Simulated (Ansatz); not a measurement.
# SiC: the cost of one run

Program: Ansatz 0.2.0. Level of theory: DFT PBE, scalar-relativistic, plane waves, PAW. These are calculated values, not measurements.

4 further runs of the same task are left out: 1 that didn't finish, 3 set aside as unsound or not needed.

### Step 1. The structure to begin with

Symmetry: I4/mmm, No. 139, tetragonal system. Conventional cell: a = 3.138 Å, b = 3.138 Å, c = 4.385 Å, α = 90.00°, β = 90.00°, γ = 90.00°. Si (site symmetry 4/mmm) is surrounded by 6 C at 2.19 to 2.22 Å. C (site symmetry 4/mmm) has 6 Si at 2.19 to 2.22 Å as nearest neighbours.

Structure file:

```
Si C
1.0
    -1.56895    1.56895    2.19241
     1.56895   -1.56895    2.19241
     1.56895    1.56895   -2.19241
Si C
1 1
Direct
  0.00000 0.00000 0.00000
  0.50000 0.50000 0.00000
```

(A quick probe on a coarse mesh, which set the mesh and smearing, is not shown.)

### Step 3. Coarse relaxation

Contents of input.yaml:

```yaml
crystal:
  lattice:
    - [-1.5689450092, 1.5689450092, 2.1924131066]
    - [1.5689450092, -1.5689450092, 2.1924131066]
    - [1.5689450092, 1.5689450092, -2.1924131066]
  atoms:
    - { symbol: Si, position: [0.0, 0.0, 0.0] }
    - { symbol: C, position: [0.5, 0.5, 0.0] }
basis:
  ecutwfc: 420
kpoints:
  mp_grid: { grid: [8, 8, 8] }
hamiltonian:
  xc: pbe
scf:
  occupations: { method: gaussian, width: 0.1 }
  lower_state_search: "off"
output:
  forces: true
  stress: true
  eigenvalues: true
relax:
  adjacent_minimum: "off"
  f_tol: 0.04
  max_steps: 70
  cell: { stress_tol: 0.4 }
```

Started as:

```console
ansatz run input.yaml --threads 1 --pin off --max-ram 2560MiB --backend cpu --events-out ev --progress --plain --runs-dir out
```

What time and memory should one allow on 1 thread of Arm Neoverse V1, shared host?

About 7.9 s, with a peak of 0.27 GiB.
